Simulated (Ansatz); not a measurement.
Rocksalt AlN, relaxed with r2SCAN in Ansatz 0.2.0. Space group Fm-3m (No. 225), cubic; a = 4.038 Å in the conventional setting, 8.23 Å³ an atom. Around Al lie 6 N at 2.02 Å; around N lie 6 Al at 2.02 Å.

The axes x, y and z are those of this cell:
```xyz
2
Lattice="0.0000 2.0189 2.0189 2.0189 0.0000 2.0189 2.0189 2.0189 0.0000" Properties=species:S:1:pos:R:3 pbc="T T T"
Al    0.0000    0.0000    0.0000
N     2.0189    2.0189    2.0189
```

Unstrained: PBE gives an indirect gap of 4.669 eV, from Γ to X; the least direct gap is 5.726 eV at Γ. With r2SCAN the valence top lies at Γ and the conduction bottom at X, 5.522 eV higher; the smallest vertical gap, at Γ, is 6.530 eV. HSE06 gives an indirect gap of 6.083 eV, from Γ to X; the least direct gap is 7.266 eV at Γ. Meshes: PBE 10×10×10, r2SCAN 10×10×10, HSE06 8×8×8. Strains are changes of length per length. After each strain the atoms were relaxed again with r2SCAN within the symmetry that the strain leaves, so tilts or polar shifts that break it weren't tested; points keep the names that they have in the unstrained zone. Note: simulated data, non-magnetic, for a generated structure that need not be the stable one.

(1) Estimate what epitaxial -1.13 % in the plane normal to [111], free normal strain +0.16 % does to the gap.

(2) One strain changed the r2SCAN stress by xx +2.05, yy +2.05, zz +1.13 GPa (compression positive) and the gap by +0.036 eV (PBE), +0.038 eV (r2SCAN), +0.038 eV (HSE06). Which kind of strain was it, and roughly how large?

(3) Apply isotropic +3.35 % on every length. How far does the gap move, against the unstrained cell?

Answers

(1) PBE: the gap goes from 4.669 to 4.764 eV (+0.095 eV); with r2SCAN the top three valence levels at Γ, degenerate before, become 2+1 from the top over 191 meV. r2SCAN: the gap goes from 5.522 to 5.601 eV (+0.079 eV). HSE06: the gap goes from 6.083 to 6.166 eV (+0.083 eV). The r2SCAN energy rises by 5.2 meV an atom.

(2) Biaxial -0.31 % in x and y, z held. The pattern of the stress gives the kind; the size needs the stiffness, so it is an estimate.

(3) PBE: the gap goes from 4.669 to 3.749 eV (-0.920 eV). r2SCAN: the gap goes from 5.522 to 4.557 eV (-0.965 eV). HSE06: the gap goes from 6.083 to 5.071 eV (-1.012 eV). The r2SCAN energy rises by 65.0 meV an atom.

The meshes of the hybrids are coarse, so their gaps aren't converged to the digits shown.

The splittings at Γ are without spin-orbit coupling, which regroups them where it is of like size or larger.
